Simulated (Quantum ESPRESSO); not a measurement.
# ZnS (Wurtzite-4H) (P6_3mc) in Quantum ESPRESSO: band structure with r2SCAN

Aim: the band structure of ZnS (Wurtzite-4H) with r2SCAN.

Everything below comes from runs of Quantum ESPRESSO 7.5. Logs are shortened: lines on timing, memory, paths and dates and some standing lists are left out, and cuts for length are marked.

**Measured values to compare with.**

From a printed reference work, monograph, for a bulk crystal of ZnS at 4 K: band gap 3.911 eV (direct).

The results are compared with them further down.

## 1. Starting point

Symmetry: P6_3mc, No. 186, hexagonal system. Conventional cell: a = 3.823 Å, b = 3.823 Å, c = 12.520 Å, α = 90.00°, β = 90.00°, γ = 120.00°. Zn (site symmetry 3m) has 4 S at 2.34 to 2.35 Å as nearest neighbours. Around Zn (site symmetry 3m) lie 4 S at 2.34 to 2.35 Å. Around S (site symmetry 3m) lie 4 Zn at 2.34 to 2.35 Å. S (site symmetry 3m) is surrounded by 4 Zn at 2.34 to 2.35 Å.

## 2. Band structure, r2SCAN

File pw.in:

```
&CONTROL
  calculation = 'scf'
  prefix = 'pwscf'
  outdir = './tmp'
  pseudo_dir = './pseudo'
  tprnfor = .true.
  tstress = .true.
  disk_io = 'low'
/
&SYSTEM
  ibrav = 0
  celldm(1) = 8
  nat = 8
  ntyp = 2
  ecutwfc = 70
  nbnd = 67
  input_dft = 'r2scan'
  occupations = 'smearing'
  smearing = 'fd'
  degauss = 0.00367493
  nosym = .true.
/
&ELECTRONS
  conv_thr = 1d-08
  electron_maxstep = 120
  mixing_beta = 0.5
/
ATOMIC_SPECIES
Zn    65.3800 Zn_ONCV_PBE-1.2.upf
S     32.0600 S_ONCV_PBE-1.2.upf
CELL_PARAMETERS alat
  0.9029820070759   0.0000000000000   0.0000000000000
 -0.4514910035379   0.7820053572769   0.0000000000000
  0.0000000000000   0.0000000000000   2.9574213850393
ATOMIC_POSITIONS crystal
Zn     0.6666666667    0.3333333333    0.7500000000
Zn     0.3333333333    0.6666666667    0.2500000000
Zn     0.0000000000    0.0000000000    0.5000000000
Zn     0.0000000000    0.0000000000    0.0000000000
S      0.6666666667    0.3333333333    0.9375000000
S      0.3333333333    0.6666666667    0.4375000000
S      0.0000000000    0.0000000000    0.6875000000
S      0.0000000000    0.0000000000    0.1875000000
K_POINTS automatic
8 8 3 0 0 0
```

File bands.in:

```
&CONTROL
  calculation = 'bands'
  prefix = 'pwscf'
  outdir = './tmp'
  pseudo_dir = './pseudo'
  disk_io = 'low'
  verbosity = 'high'
/
&SYSTEM
  ibrav = 0
  celldm(1) = 8
  nat = 8
  ntyp = 2
  ecutwfc = 70
  nbnd = 67
  input_dft = 'r2scan'
  occupations = 'smearing'
  smearing = 'fd'
  degauss = 0.00367493
  nosym = .true.
/
&ELECTRONS
  conv_thr = 1d-08
  electron_maxstep = 120
  mixing_beta = 0.5
  diago_full_acc = .true.
  startingwfc = 'random'
/
ATOMIC_SPECIES
Zn    65.3800 Zn_ONCV_PBE-1.2.upf
S     32.0600 S_ONCV_PBE-1.2.upf
CELL_PARAMETERS alat
  0.9029820070759   0.0000000000000   0.0000000000000
 -0.4514910035379   0.7820053572769   0.0000000000000
  0.0000000000000   0.0000000000000   2.9574213850393
ATOMIC_POSITIONS crystal
Zn     0.6666666667    0.3333333333    0.7500000000
Zn     0.3333333333    0.6666666667    0.2500000000
Zn     0.0000000000    0.0000000000    0.5000000000
Zn     0.0000000000    0.0000000000    0.0000000000
S      0.6666666667    0.3333333333    0.9375000000
S      0.3333333333    0.6666666667    0.4375000000
S      0.0000000000    0.0000000000    0.6875000000
S      0.0000000000    0.0000000000    0.1875000000
K_POINTS crystal
60
 0.0000000000  0.0000000000  0.0000000000 1
 0.0555555556  0.0000000000  0.0000000000 1
 0.1111111111  0.0000000000  0.0000000000 1
 0.1666666667  0.0000000000  0.0000000000 1
 0.2222222222  0.0000000000  0.0000000000 1
 0.2777777778  0.0000000000  0.0000000000 1
 0.3333333333  0.0000000000  0.0000000000 1
 0.3888888889  0.0000000000  0.0000000000 1
 0.4444444444  0.0000000000  0.0000000000 1
 0.5000000000  0.0000000000  0.0000000000 1
 0.4666666667  0.0666666667  0.0000000000 1
 0.4333333333  0.1333333333  0.0000000000 1
 0.4000000000  0.2000000000  0.0000000000 1
 0.3666666667  0.2666666667  0.0000000000 1
 0.3333333333  0.3333333333  0.0000000000 1
 0.3000000000  0.3000000000  0.0000000000 1
 0.2666666667  0.2666666667  0.0000000000 1
 0.2333333333  0.2333333333  0.0000000000 1
 0.2000000000  0.2000000000  0.0000000000 1
 0.1666666667  0.1666666667  0.0000000000 1
 0.1333333333  0.1333333333  0.0000000000 1
 0.1000000000  0.1000000000  0.0000000000 1
 0.0666666667  0.0666666667  0.0000000000 1
 0.0333333333  0.0333333333  0.0000000000 1
 0.0000000000  0.0000000000  0.0000000000 1
 0.0000000000  0.0000000000  0.2500000000 1
 0.0000000000  0.0000000000  0.5000000000 1
 0.0555555556  0.0000000000  0.5000000000 1
 0.1111111111  0.0000000000  0.5000000000 1
 0.1666666667  0.0000000000  0.5000000000 1
 0.2222222222  0.0000000000  0.5000000000 1
 0.2777777778  0.0000000000  0.5000000000 1
 0.3333333333  0.0000000000  0.5000000000 1
 0.3888888889  0.0000000000  0.5000000000 1
 0.4444444444  0.0000000000  0.5000000000 1
 0.5000000000  0.0000000000  0.5000000000 1
 0.4666666667  0.0666666667  0.5000000000 1
 0.4333333333  0.1333333333  0.5000000000 1
 0.4000000000  0.2000000000  0.5000000000 1
 0.3666666667  0.2666666667  0.5000000000 1
 0.3333333333  0.3333333333  0.5000000000 1
 0.3076923077  0.3076923077  0.5000000000 1
 0.2820512821  0.2820512821  0.5000000000 1
 0.2564102564  0.2564102564  0.5000000000 1
 0.2307692308  0.2307692308  0.5000000000 1
 0.2051282051  0.2051282051  0.5000000000 1
 0.1794871795  0.1794871795  0.5000000000 1
 0.1538461538  0.1538461538  0.5000000000 1
 0.1282051282  0.1282051282  0.5000000000 1
 0.1025641026  0.1025641026  0.5000000000 1
 0.0769230769  0.0769230769  0.5000000000 1
 0.0512820513  0.0512820513  0.5000000000 1
 0.0256410256  0.0256410256  0.5000000000 1
 0.0000000000  0.0000000000  0.5000000000 1
 0.5000000000  0.0000000000  0.5000000000 1
 0.5000000000  0.0000000000  0.2500000000 1
 0.5000000000  0.0000000000  0.0000000000 1
 0.3333333333  0.3333333333  0.0000000000 1
 0.3333333333  0.3333333333  0.2500000000 1
 0.3333333333  0.3333333333  0.5000000000 1
```

Potentials or basis: SG15 PBE 1.2.

Command:

```
$ OMP_NUM_THREADS=1 mpirun -n 2 pw.x -nk 2 -in pw.in > pw.out
$ OMP_NUM_THREADS=1 mpirun -n 2 pw.x -nk 2 -in bands.in > bands.out
```

pw.out:

```text
This program is part of the open-source Quantum ESPRESSO suite
     for quantum simulation of materials; please cite
         "P. Giannozzi et al., J. Phys.:Condens. Matter 21 395502 (2009);
         "P. Giannozzi et al., J. Phys.:Condens. Matter 29 465901 (2017);
         "P. Giannozzi et al., J. Chem. Phys. 152 154105 (2020);
     in publications or presentations arising from this work. More details at

     IMPORTANT: XC functional enforced from input :
     Exchange-correlation= R2SCAN
                           (   0   0   0   0   0 497 498)
     Any further DFT definition will be discarded
     Please, verify this is what you really want

     K-points division:     npool     =       2
     Subspace diagonalization in iterative solution of the eigenvalue problem:
     a serial algorithm will be used

     G-vector sticks info
     --------------------
     sticks:   dense  smooth     PW     G-vecs:    dense   smooth      PW
     Sum        1015    1015    313                84565    84565   14301

     Using Slab Decomposition

     bravais-lattice index     =            0
     lattice parameter (alat)  =       8.0000  a.u.
     unit-cell volume          =    1069.2321 (a.u.)^3
     number of atoms/cell      =            8
     number of atomic types    =            2
     number of electrons       =       104.00
     number of Kohn-Sham states=           67
     kinetic-energy cutoff     =      70.0000  Ry
     charge density cutoff     =     280.0000  Ry
     scf convergence threshold =      1.0E-08
     mixing beta               =       0.5000
     number of iterations used =            8  plain     mixing
     Exchange-correlation= R2SCAN
                           (   0   0   0   0   0 497 498)

     celldm(1)=   8.000000  celldm(2)=   0.000000  celldm(3)=   0.000000
     celldm(4)=   0.000000  celldm(5)=   0.000000  celldm(6)=   0.000000

     crystal axes: (cart. coord. in units of alat)
               a(1) = (   0.902982   0.000000   0.000000 )
               a(2) = (  -0.451491   0.782005   0.000000 )
               a(3) = (   0.000000   0.000000   2.957421 )

     reciprocal axes: (cart. coord. in units 2 pi/alat)
               b(1) = (  1.107442  0.639382 -0.000000 )
               b(2) = (  0.000000  1.278764  0.000000 )
               b(3) = (  0.000000 -0.000000  0.338132 )

     PseudoPot. # 1 for Zn read from file:
     Zn_ONCV_PBE-1.2.upf
     Pseudo is Norm-conserving, Zval = 20.0
     Generated using ONCVPSP code by D. R. Hamann
     Using radial grid of  602 points,  6 beta functions with:
                l(1) =   0
                l(2) =   0
                l(3) =   1
                l(4) =   1
                l(5) =   2
                l(6) =   2

     PseudoPot. # 2 for S  read from file:
     S_ONCV_PBE-1.2.upf
     Pseudo is Norm-conserving, Zval =  6.0
     Generated using ONCVPSP code by D. R. Hamann
     Using radial grid of  602 points,  4 beta functions with:
                l(1) =   0
                l(2) =   0
                l(3) =   1
                l(4) =   1

[... 137 lines left out ...]

     iteration #  1     ecut=    70.00 Ry     beta= 0.50
     Davidson diagonalization with overlap
     ethr =  1.00E-02,  avg # of iterations = 13.2

     total energy              =   -1683.88900677 Ry
     estimated scf accuracy    <     758.12384959 Ry
[... 78 lines left out ...]
     iteration # 13     ecut=    70.00 Ry     beta= 0.50
     Davidson diagonalization with overlap
     ethr =  5.86E-11,  avg # of iterations =  1.7

     End of self-consistent calculation

          k = 0.0000 0.0000 0.0000 ( 10599 PWs)   bands (ev):

  -121.4992-121.4991-121.4905-121.4904 -74.5257 -74.5256 -74.5243 -74.5243
   -74.5243 -74.5243 -74.5187 -74.5186 -74.5162 -74.5162 -74.5161 -74.5161
    -6.5345  -6.1198  -6.1067  -5.6164   0.5057   0.5087   0.5087   0.5492
     0.5492   0.5655   0.5715   0.5715   0.5777   0.6091   0.6091   0.9824
     0.9824   0.9901   0.9901   1.0178   1.0178   1.0339   1.0339   1.2110
     1.8319   4.2917   4.3046   6.2885   6.2885   6.6920   6.6920   6.7106
     6.7106   7.1251   7.1656   7.1656   9.8041  10.8932  11.0895  11.3360
    14.1518  14.1518  14.2777  14.4294  14.4294  14.5282  14.6537  14.9649
    14.9649  15.0894  15.0894
[... 1047 lines left out ...]
  -121.4992-121.4991-121.4905-121.4904 -74.5257 -74.5256 -74.5244 -74.5244
   -74.5244 -74.5243 -74.5187 -74.5186 -74.5163 -74.5162 -74.5162 -74.5161
    -5.6078  -5.5475  -5.3838  -5.3246   0.5594   0.5878   0.6330   0.6447
     0.6669   0.6867   0.7624   0.7967   0.8225   0.8341   0.9001   0.9402
     1.0009   1.0078   1.0330   1.0508   1.0961   1.1330   1.2700   1.3221
     2.2443   2.3929   2.7130   2.9586   4.3768   4.6099   4.7528   5.0240
     5.3207   5.5936   5.8645   6.0346  11.6100  11.8439  12.1368  12.4222
    12.6162  12.8648  13.9373  14.3319  14.7233  15.2540  15.9707  16.4694
    16.7599  17.1649  17.8301

          k =-0.5537-0.1598-0.1127 ( 10567 PWs)   bands (ev):

  -121.4992-121.4991-121.4905-121.4904 -74.5257 -74.5256 -74.5244 -74.5244
   -74.5244 -74.5243 -74.5187 -74.5186 -74.5163 -74.5162 -74.5162 -74.5161
    -5.6078  -5.5475  -5.3838  -5.3246   0.5594   0.5878   0.6330   0.6447
     0.6670   0.6867   0.7624   0.7966   0.8225   0.8341   0.9001   0.9402
     1.0009   1.0077   1.0330   1.0508   1.0961   1.1330   1.2700   1.3221
     2.2443   2.3929   2.7130   2.9586   4.3768   4.6099   4.7529   5.0240
     5.3207   5.5936   5.8645   6.0346  11.6100  11.8440  12.1368  12.4222
    12.6162  12.8648  13.9373  14.3319  14.7233  15.2540  15.9707  16.4694
    16.7598  17.1648  17.8302
[... 15 lines left out ...]
  -121.4992-121.4991-121.4905-121.4904 -74.5257 -74.5256 -74.5244 -74.5244
   -74.5244 -74.5243 -74.5187 -74.5186 -74.5163 -74.5162 -74.5162 -74.5162
    -5.6166  -5.5530  -5.3822  -5.3216   0.5889   0.5987   0.6363   0.6550
     0.7005   0.7152   0.7578   0.7638   0.8192   0.8278   0.8707   0.9065
     0.9766   0.9980   1.0107   1.0353   1.0845   1.1178   1.2803   1.3664
     2.5247   2.5416   2.8889   3.1140   4.2813   4.2871   4.5603   4.8968
     4.9771   5.2663   5.9392   5.9683  12.1786  12.2730  12.4015  12.8619
    13.6352  13.6424  13.8591  14.1745  14.9439  15.2766  15.6244  15.7035
    16.2018  16.3889  16.7552

          k =-0.5537 0.0000-0.1127 ( 10555 PWs)   bands (ev):

  -121.4992-121.4991-121.4905-121.4904 -74.5257 -74.5256 -74.5244 -74.5244
   -74.5244 -74.5243 -74.5187 -74.5186 -74.5163 -74.5162 -74.5162 -74.5162
    -5.6166  -5.5530  -5.3822  -5.3216   0.5889   0.5987   0.6363   0.6550
     0.7005   0.7152   0.7578   0.7638   0.8192   0.8278   0.8707   0.9065
     0.9766   0.9980   1.0107   1.0353   1.0845   1.1178   1.2803   1.3664
     2.5247   2.5416   2.8889   3.1140   4.2813   4.2871   4.5603   4.8968
     4.9771   5.2663   5.9392   5.9683  12.1786  12.2730  12.4015  12.8619
    13.6352  13.6424  13.8591  14.1745  14.9439  15.2766  15.6244  15.7035
    16.2018  16.3889  16.7552
[... 15 lines left out ...]
  -121.4992-121.4991-121.4905-121.4904 -74.5257 -74.5256 -74.5244 -74.5244
   -74.5244 -74.5243 -74.5187 -74.5186 -74.5163 -74.5162 -74.5162 -74.5161
    -5.6078  -5.5475  -5.3838  -5.3246   0.5594   0.5878   0.6330   0.6447
     0.6670   0.6867   0.7624   0.7966   0.8225   0.8341   0.9001   0.9402
     1.0009   1.0077   1.0330   1.0508   1.0961   1.1330   1.2700   1.3221
     2.2443   2.3929   2.7130   2.9586   4.3768   4.6099   4.7529   5.0240
     5.3207   5.5936   5.8645   6.0346  11.6100  11.8440  12.1368  12.4222
    12.6162  12.8648  13.9373  14.3319  14.7233  15.2540  15.9707  16.4694
    16.7598  17.1648  17.8300

          k =-0.5537 0.1598-0.1127 ( 10567 PWs)   bands (ev):

  -121.4992-121.4991-121.4905-121.4904 -74.5257 -74.5256 -74.5244 -74.5244
   -74.5244 -74.5243 -74.5187 -74.5186 -74.5163 -74.5162 -74.5162 -74.5161
    -5.6078  -5.5475  -5.3838  -5.3246   0.5594   0.5878   0.6330   0.6447
     0.6669   0.6867   0.7624   0.7967   0.8225   0.8341   0.9001   0.9402
     1.0009   1.0078   1.0330   1.0508   1.0961   1.1330   1.2700   1.3221
     2.2443   2.3929   2.7130   2.9586   4.3768   4.6099   4.7528   5.0240
     5.3207   5.5936   5.8645   6.0346  11.6100  11.8439  12.1368  12.4222
    12.6162  12.8648  13.9373  14.3319  14.7233  15.2540  15.9707  16.4694
    16.7598  17.1648  17.8300
[... 15 lines left out ...]
  -121.4992-121.4991-121.4905-121.4904 -74.5257 -74.5256 -74.5245 -74.5244
   -74.5244 -74.5243 -74.5187 -74.5186 -74.5163 -74.5162 -74.5162 -74.5161
    -5.5986  -5.5420  -5.3856  -5.3279   0.5324   0.5711   0.6354   0.6393
     0.6411   0.6720   0.7785   0.8159   0.8167   0.8380   0.8990   0.9623
     1.0294   1.0334   1.0539   1.0669   1.1851   1.1859   1.2112   1.2147
     2.0679   2.2583   2.5959   2.7497   4.4690   4.7798   5.0071   5.2326
     5.5490   5.8376   5.9032   6.1791  11.2022  11.2085  11.5337  11.8032
    12.4268  12.5461  14.1002  14.2952  14.9262  15.6234  16.0417  16.3697
    17.0396  17.9004  17.9280

     the Fermi energy is     8.7773 ev

!    total energy              =   -1684.04980024 Ry
     estimated scf accuracy    <          8.4E-09 Ry
     smearing contrib. (-TS)   =      -0.00000000 Ry
     internal energy E=F+TS    =   -1684.04980024 Ry

     The total energy is F=E-TS. E is the sum of the following terms:
     one-electron contribution =   -1355.82605685 Ry
     hartree contribution      =     693.47256402 Ry
     xc contribution           =    -164.82458212 Ry
     ewald contribution        =    -856.87172530 Ry

     convergence has been achieved in  13 iterations

     Forces acting on atoms (cartesian axes, Ry/au):

     atom    1 type  1   force =    -0.00000020    0.00000001    0.00017412
     atom    2 type  1   force =     0.00000006   -0.00000006    0.00018922
     atom    3 type  1   force =    -0.00000002    0.00000009    0.00058761
     atom    4 type  1   force =     0.00000000   -0.00000005    0.00061329
     atom    5 type  2   force =     0.00000010   -0.00000004    0.00065301
     atom    6 type  2   force =     0.00000001   -0.00000007    0.00065339
     atom    7 type  2   force =    -0.00000006   -0.00000005   -0.00143406
     atom    8 type  2   force =     0.00000011    0.00000017   -0.00143657

     Total force =     0.002400     Total SCF correction =     0.000132

     Computing stress (Cartesian axis) and pressure

          total   stress  (Ry/bohr**3)                   (kbar)     P=       -3.04
  -0.00001550  -0.00000000   0.00000000           -2.28       -0.00        0.00
  -0.00000000  -0.00001550   0.00000000           -0.00       -2.28        0.00
   0.00000000   0.00000000  -0.00003109            0.00        0.00       -4.57

=------------------------------------------------------------------------------=
   JOB DONE.
=------------------------------------------------------------------------------=
```

Wall time 61 min (2 MPI ranks of Arm Neoverse V1, shared host); peak memory 1.4 GiB.

What came out:

- Free energy: -22912.6648 eV
- Pressure: -0.3 GPa
- Largest force: 0.037 eV/Å
- Band gap on the k mesh: 2.64 eV, direct
- Band gap along the path: 2.64 eV, direct

Forces in eV/Å, atoms in the order of the input:
```
Zn   0.000  0.000  0.004
Zn   0.000  0.000  0.005
Zn   0.000  0.000  0.015
Zn   0.000  0.000  0.016
S    0.000  0.000  0.017
S    0.000  0.000  0.017
S    0.000  0.000 -0.037
S    0.000  0.000 -0.037
```

Levels at the corners of the path, in eV from the valence-band top:
```csv
point,band 49,band 50,band 51,band 52,band 53,band 54,band 55,band 56
Γ,-0.46,-0.04,0.00,0.00,2.64,3.73,3.92,4.17
M,-1.61,-1.59,-1.11,-0.88,3.79,3.79,4.24,4.83
K,-2.31,-1.77,-1.77,-1.34,5.05,5.38,5.38,5.73
Γ,-0.46,-0.04,0.00,0.00,2.64,3.73,3.92,4.17
A,-0.14,-0.14,-0.14,-0.14,3.48,3.48,3.86,3.86
L,-1.51,-1.51,-1.11,-1.11,4.14,4.14,4.52,4.52
H,-1.81,-1.81,-1.62,-1.62,4.83,4.83,5.77,5.77
A,-0.14,-0.14,-0.14,-0.14,3.48,3.48,3.86,3.86
L,-1.51,-1.51,-1.11,-1.11,4.14,4.14,4.52,4.52
M,-1.61,-1.59,-1.11,-0.88,3.79,3.79,4.24,4.83
K,-2.31,-1.77,-1.77,-1.34,5.05,5.38,5.38,5.73
H,-1.81,-1.81,-1.62,-1.62,4.83,4.83,5.77,5.77
```

Caveat: the potentials were made for another functional, which shifts forces and pressure.

## 3. Against experiment

Step 2. Against the measured gap of ZnS, 3.911 eV (direct; 4 K; a printed reference work, monograph), the calculated 2.64 eV is off by -1.27 eV. The value is that of r2SCAN, without temperature or zero-point motion.
